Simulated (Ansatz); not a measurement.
# AgO2: the cost of one run

Program: Ansatz 0.2.0. Level of theory: DFT r2SCAN, scalar-relativistic, plane waves, PAW. These are calculated values, not measurements.

2 further runs of the same task are left out: 2 set aside as unsound or not needed. Runs told in other sessions of the task aren't counted.

### Step 1. The starting structure

It takes space group C2/m (No. 12, monoclinic). The conventional cell has a = 7.252 Å, b = 4.201 Å, c = 5.185 Å, α = 90.00°, β = 90.04°, γ = 90.00°. Te (site symmetry m) is surrounded by 3 Au at 2.78 to 2.88 Å. Au (site symmetry 2/m) has 6 Te at 2.78 to 2.88 Å in its first shell of neighbours.

Cell or atoms stand a little off a more symmetric structure (P-3m1 at a tolerance of 0.3 Å), so results at this geometry aren't those of that ideal crystal.

Coordinates:

```cif
data_structure
_symmetry_space_group_name_H-M 'C2/m'
_symmetry_Int_Tables_number 12
_cell_length_a 7.2521
_cell_length_b 4.2008
_cell_length_c 5.1847
_cell_angle_alpha 90.000
_cell_angle_beta 90.036
_cell_angle_gamma 90.000
_cell_volume 157.95
loop_
_atom_site_label
_atom_site_type_symbol
_atom_site_symmetry_multiplicity
_atom_site_Wyckoff_symbol
_atom_site_fract_x
_atom_site_fract_y
_atom_site_fract_z
_atom_site_occupancy
Te1 Te 4 i 0.67735 0.00000 0.28864 1
Au1 Au 2 a 0.00000 0.00000 0.00000 1
```

This cell was relaxed beforehand with the same method: volume 26.33 Å³/atom, gap on the mesh none (metal).

### Step 2. The substitution Au → Ag, Te → O

AgO2 starts from the relaxed positions of Te2Au, with all lengths scaled by 0.771, a guess from tabulated radii.

### Step 3. A first look at the start (AgO2)

File input.yaml:

```yaml
crystal:
  lattice:
    - [2.7966796001, -1.6200103532, 0.0018619433]
    - [2.7966796001, 1.6200103532, 0.0018619433]
    - [-0.0001285451, 0.0, 3.9988424268]
  atoms:
    - { symbol: O, position: [0.6773456619, 0.6773456619, 0.7113612655] }
    - { symbol: O, position: [0.3226543381, 0.3226543381, 0.2886387345] }
    - { symbol: Ag, position: [0.0, 0.0, 0.0] }
basis:
  ecutwfc: 500
kpoints:
  mp_grid: { grid: [6, 6, 4] }
hamiltonian:
  xc: r2scan
scf:
  occupations: { method: gaussian, width: 0.1 }
output:
  forces: true
  stress: true
  eigenvalues: true
```

The run is started by

```
ansatz run input.yaml --threads 1 --pin off --max-ram 2560MiB --backend cpu --events-out ev --progress --plain --runs-dir out
```

Q: Estimate wall time and peak memory on 1 thread of Intel Xeon at 2.70GHz, shared host.

About 3.6 s, with a peak of 0.42 GiB.
